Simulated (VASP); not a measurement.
**Ca: single point with PBE**

Crystal: Ca.

```
Ca
1.0
     3.63096    0.00000    0.00000
     0.00000    3.63096    0.00000
     0.00000    0.00000    3.63096
Ca
1
Direct
  0.00000 0.00000 0.00000
```

The cell isn't the ideal one: functional PBE, strained and moved within the space group.

```json
{
 "Program": "VASP 6.6.1",
 "Task": "single point",
 "Functional": "PBE",
 "Potentials or basis": "VASP PAW PBE potentials, release 64 (Ca_sv)",
 "Cutoff": "520 eV",
 "k mesh": "12 × 12 × 12",
 "Occupations": "gaussian, width 0.1 eV",
 "Spin": "no spin polarisation",
 "Dipole correction": "no",
 "Further INCAR settings": "ALGO = Normal; EDIFF = 1e-06; NBANDS = 11"
}
```

```json
{
  "Pressure": "-0.9 GPa",
  "Band gap on the k mesh": "none (metal or under the smearing width)"
}
```

Levels at points of the mesh, in eV from the Fermi level:
```csv
k point,band 3,band 4,band 5,band 6,band 7,band 8
"(0.00, 0.00, 0.00)",-23.34,-23.34,-3.71,0.81,0.81,3.73
"(0.50, 0.00, 0.00)",-23.32,-23.32,-1.25,-0.55,1.26,2.65
"(0.50, 0.50, 0.00)",-23.47,-23.31,-0.24,0.77,2.04,2.04
"(0.50, 0.50, 0.50)",-23.45,-23.45,0.71,0.71,0.71,4.39
```

It took 17 s on 1 thread of Intel(R) Xeon(R) Platinum 8488C (Sapphire Rapids), with other jobs on the host, peak memory 0.18 GiB.
